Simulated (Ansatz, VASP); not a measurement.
One calculation of TaN, two programs

Contents of INCAR:

```
SYSTEM = TaN
ALGO = Normal
EDIFF = 1E-7
ENCUT = 520
GGA = PE
ISIF = 2
ISMEAR = 0
LASPH = .TRUE.
LCHARG = .FALSE.
LREAL = .FALSE.
LWAVE = .FALSE.
NBANDS = 15
NELM = 100
PREC = Accurate
SIGMA = 0.15
```

KPOINTS

```
k-points
0
G
  18 18 18
  0 0 0
```

POSCAR

```
TaN
1.0
    0.0000000000      2.0700500000      2.1245250000
    2.0700500000      0.0000000000      2.1245250000
    2.0700500000      2.0700500000      0.0000000000
Ta N
1 1
Direct
    0.5000000000      0.5000000000      0.5000000000
    0.0000000000      0.0000000000      0.0000000000
```

Input for Ansatz:

```yaml
crystal:
  lattice:
    - [0.0, 2.07005, 2.124525]
    - [2.07005, 0.0, 2.124525]
    - [2.07005, 2.07005, 0.0]
  atoms:
    - { symbol: Ta, position: [0.5, 0.5, 0.5] }
    - { symbol: "N", position: [0.0, 0.0, 0.0] }
basis:
  ecutwfc: 420
kpoints:
  mp_grid: { grid: [18, 18, 18] }
hamiltonian:
  xc: pbe
scf:
  occupations: { method: gaussian, width: 0.15 }
output:
  forces: true
  stress: true
  eigenvalues: true
```

Change from the starting cell: strain -0.050 along x and y, -0.025 along z, atoms carried along.

Alike in both runs: task single point; functional PBE; k mesh 18 × 18 × 18; occupations gaussian, width 0.15 eV; no spin polarisation.

```csv
,VASP,Ansatz
version,VASP 6.6.1,Ansatz 0.2.0
potentials or method,"VASP PAW PBE potentials, release 64 (Ta_pv, N)","scalar-relativistic, plane waves, PAW"
plane-wave cutoff (eV),520,420
valence electrons in the cell,16,18
```

VASP gave:

* gap on the k mesh at the Fermi level (eV): none
* pressure (GPa): 83.1
* largest component of the traceless stress (GPa): 20.69

Question: Which values does Ansatz return?

Answer: gap on the k mesh at the Fermi level (eV): none; pressure (GPa): 81.2; largest component of the traceless stress (GPa): 20.50.

A gap of «none» marks a metal or a gap that the smearing closes. With one functional, cell and mesh, what is left measures potentials, basis and numerics. The two sets of potentials don't hold the same shells in valence.

Caveats: the cell as given lies far from equilibrium; so large a pressure means that the cell lies far from this level's equilibrium, or that cutoff or potentials fall short (VASP). The runs have no spin-orbit coupling, so splittings on Ta are missing.
